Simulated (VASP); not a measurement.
# SnTe (F-43m) in VASP: a series of runs, part 2 of 2

VASP 6.6.1.

## Step 3: G0W0 quasiparticle levels, PBE

File POSCAR:

```
SnTe
1.0
    0.0000000000      3.6111460000      3.6111460000
    3.6111460000      0.0000000000      3.6111460000
    3.6111460000      3.6111460000      0.0000000000
Te Sn
1 1
Direct
    0.2500000000      0.2500000000      0.2500000000
    0.0000000000      0.0000000000      0.0000000000
```

File INCAR.step1:

```
SYSTEM = SnTe
ALGO     = Fast           ! electronic algorithm
EDIFF    = 1E-8           ! SCF threshold, eV
ENCUT    = 450            ! plane-wave cutoff, eV
GGA      = PE             ! functional
ISMEAR   = 0              ! smearing method
LASPH    = .True.         ! aspherical terms in the spheres
LCHARG   = .False.        ! write CHGCAR
LREAL    = .False.        ! projectors in reciprocal space
LWAVE    = .True.         ! write WAVECAR
NELM     = 80             ! most SCF steps
PREC     = Accurate       ! precision mode
SIGMA    = 0.01           ! smearing width, eV
```

File INCAR.step2:

```
SYSTEM = SnTe
ALGO     = Exact          ! electronic algorithm
EDIFF    = 1E-8           ! SCF threshold, eV
ENCUT    = 450            ! plane-wave cutoff, eV
GGA      = PE             ! functional
ISMEAR   = 0              ! smearing method
ISTART   = 1            
LASPH    = .True.         ! aspherical terms in the spheres
LCHARG   = .False.        ! write CHGCAR
LOPTICS  = .True.         ! frequency-dependent dielectric function
LREAL    = .False.        ! projectors in reciprocal space
LWAVE    = .True.         ! write WAVECAR
NBANDS   = 123            ! bands
NELM     = 1              ! most SCF steps
PREC     = Accurate       ! precision mode
SIGMA    = 0.01           ! smearing width, eV
```

File INCAR.step3:

```
SYSTEM = SnTe
ALGO     = EVGW0          ! electronic algorithm
EDIFF    = 1E-8           ! SCF threshold, eV
ENCUT    = 450            ! plane-wave cutoff, eV
ENCUTGW  = 150            ! cutoff of the response function
GGA      = PE             ! functional
ISMEAR   = 0              ! smearing method
ISTART   = 1            
LASPH    = .True.         ! aspherical terms in the spheres
LCHARG   = .False.        ! write CHGCAR
LREAL    = .False.        ! projectors in reciprocal space
LWAVE    = .False.        ! write WAVECAR
NBANDS   = 123            ! bands
NBANDSGW = 18           
NELMGW   = 1            
NOMEGA   = 24             ! frequency points
PREC     = Accurate       ! precision mode
PRECFOCK = Fast         
SIGMA    = 0.01           ! smearing width, eV
```

File KPOINTS:

```
k-points
0
Gamma
  2 2 2
  0 0 0
```

Potentials or basis: VASP PAW PBE potentials, release 64 (Te_GW, Sn_d_GW).

Started as:

```bash
$ cat potpaw_PBE.64/Te_GW/POTCAR potpaw_PBE.64/Sn_d_GW/POTCAR > POTCAR
$ cp INCAR.step1 INCAR
$ mpirun -np 1 vasp_std > vasp.out
$ cp INCAR.step2 INCAR
$ mpirun -np 1 vasp_std > vasp.out
$ cp INCAR.step3 INCAR
$ mpirun -np 1 vasp_std > vasp.out
```

OUTCAR:

```text
SYSTEM = SnTe
   EDIFF = 1E-8
   ENCUT = 450
   ENCUTGW = 150
   GGA = PE
   ISMEAR = 0
   ISTART = 1
   LASPH = .True.
   LREAL = .False.
   NELMGW = 1
   PREC = Accurate
   PRECFOCK = Fast

 Found      3 irreducible k-points:

 Following reciprocal coordinates:
            Coordinates               Weight
  0.000000  0.000000  0.000000      1.000000
  0.500000  0.000000  0.000000      4.000000
  0.500000  0.500000  0.000000      3.000000
   k-points           NKPTS =      3   k-points in BZ     NKDIM =      8   number of bands    NBANDS=    123
   number of dos      NEDOS =    301   number of ions     NIONS =      2
   total plane-waves  NPLWV =  46656
   dimension x,y,z NGX =    36 NGY =   36 NGZ =   36
   dimension x,y,z NGXF=    72 NGYF=   72 NGZF=   72
   ions per type =               1   1
   NGX,Y,Z   is equivalent  to a cutoff of  11.72, 11.72, 11.72 a.u.
   NGXF,Y,Z  is equivalent  to a cutoff of  23.44, 23.44, 23.44 a.u.
 SYSTEM =  SnTe
   PREC   = accura    normal or accurate (medium, high low for compatibility)
   ISTART =      1    job   : 0-new  1-cont  2-samecut
   ICHARG =      0    charge: 1-file 2-atom 10-const
   ISPIN  =      1    spin polarized calculation?
   LNONCOLLINEAR =      F non collinear calculations
   LSORBIT =      F    spin-orbit coupling
   LASPH  =      T    aspherical Exc in radial PAW
[... 28 lines left out ...]
   LHFCALC =     T    Hartree Fock is set to
   PRECFOCK=fast      Normal, Fast or Accurate (Low or Medium for compatibility)
   ENCUT4O =  -1.0   cutoff for four orbital integrals eV
   NKREDX  =     1    reduce k-point grid by
   NKREDY  =     1    reduce k-point grid by
   NKREDZ  =     1    reduce k-point grid by
   AEXX    =    1.0000 exact exchange contribution
   HFSCREEN=    0.0000 screening length (either q_TF or 0.3 A-1)
   HFSCREENC=   0.0000 screening length for correlation (either q_TF or 0.3 A-1)
   ENCUTFOCK=  -1.0 apply spherical cutoff to Coloumb kernel
   IVDW    =     0    specifies the selected vdW correction
   LEPSILON=     F    determine dielectric tensor
   LRPA    =     F    only Hartree local field effects (RPA)
   LRPAFORCE           =     F    calculate RPA forces
   ENCUTGW             = 150.0    cutoff for response function in eV
   ENCUTGWSOFT         = 120.0    soft cutoff for Coulomb kernel in GW response function in eV
   ENCUTLF             =  -1.0    cutoff for local field effects
   NELMGW              =     1    number of iterations in solving QP/BSE equation
   NELMHF              =     1    number of iterations in the inner HF iteration
   NKREDLFX            =     1    NKREDLFY  =   1   NKREDLFZ  =   1
 non-spin polarized calculation
 Gauss-broadening in eV      SIGMA  =   0.01
  energy-cutoff  :      450.00
  volume of cell :       94.18
 maximum number of plane-waves:      2085
 NGX is ok and might be reduce to    36
  NGX = 20; NGY = 20; NGZ = 20
   NGX = 17   NGY = 17   NGZ = 17
 maximum number of plane-waves:       411

 QP shifts <psi_nk| G(iteration)W_0 |psi_nk>: iteration 1
 for sc-GW calculations column KS-energies equals QP-energies in previous step
 and V_xc(KS)=  KS-energies - (<T + V_ion + V_H > + <T+V_H+V_ion>^1  + <V_x>^1)

 k-point   1 :       0.0000    0.0000    0.0000
  band No.  KS-energies  QP-energies   sigma(KS)   V_xc(KS)     V^pw_x(r,r')   Z            occupation Imag(sigma)

      1     -19.3912     -22.3972     -22.2370     -17.5160     -27.0917       0.6367       2.0000       0.9721
      2     -19.3912     -22.3972     -22.2370     -17.5160     -27.0917       0.6367       2.0000       0.9721
      3     -19.3912     -22.3972     -22.2370     -17.5160     -27.0917       0.6367       2.0000       0.9721
      4     -19.3831     -22.3853     -22.2361     -17.5181     -27.0742       0.6363       2.0000       0.9586
      5     -19.3831     -22.3853     -22.2361     -17.5181     -27.0742       0.6363       2.0000       0.9586
      6      -9.0511      -8.9651     -10.6440     -10.7924     -17.0021       0.5794       2.0000       0.9416
[... 245 lines left out ...]
      4     -23.8258     -23.9605     -22.1725      -1.8650     -27.0736       0.6360       2.0000       1.1217
      5     -23.8258     -23.9605     -22.1725      -1.8650     -27.0736       0.6360       2.0000       1.1217
      6      -8.2228      -8.2261     -11.1547       2.9264     -17.0086       0.6009       2.0000       0.6348
[... 10 lines left out ...]
     17      10.9870      10.9882      -7.6125      18.6012      -3.1825       0.7117       0.0000      -0.4397
     18      11.4046      11.4068      -7.5149      18.9227      -2.9037       0.6914       0.0000      -0.5207
```

Run time: 1.7 min. Hardware: 1 thread of Intel Xeon 6975P-C (Granite Rapids), shared host; peak memory 0.64 GiB.

The run converged, but some of its settings lie outside the range that counts as converged, so its numbers aren't taken as properties of the crystal.

What came out:

```yaml
Band_gap_on_the_k_mesh_mean-field_level: 0.81 eV, direct
Quasiparticle_gap: 1.30 eV
```

Caveat: the k mesh is coarse (spacing up to 0.75 Å⁻¹), so the values aren't converged; bands, screening cutoff and mesh are small and nothing is extrapolated, so the quasiparticle values aren't converged; the log holds further tables after the one-shot step; the gap given is that of the first; spin-orbit coupling is left out, which moves the levels of the heavy elements.

## Step 4: The reference run

An earlier run on the cell as given: functional PBEsol; potentials or basis VASP PAW PBE potentials, release 64 (Te, Sn_d); cutoff 520 eV; k mesh 7 × 7 × 7; occupations fermi-dirac, width 0.05 eV; no spin polarisation.

* Pressure: -1.4 GPa
* Band gap on the k mesh: 0.28 eV, indirect (least direct gap 0.79 eV)
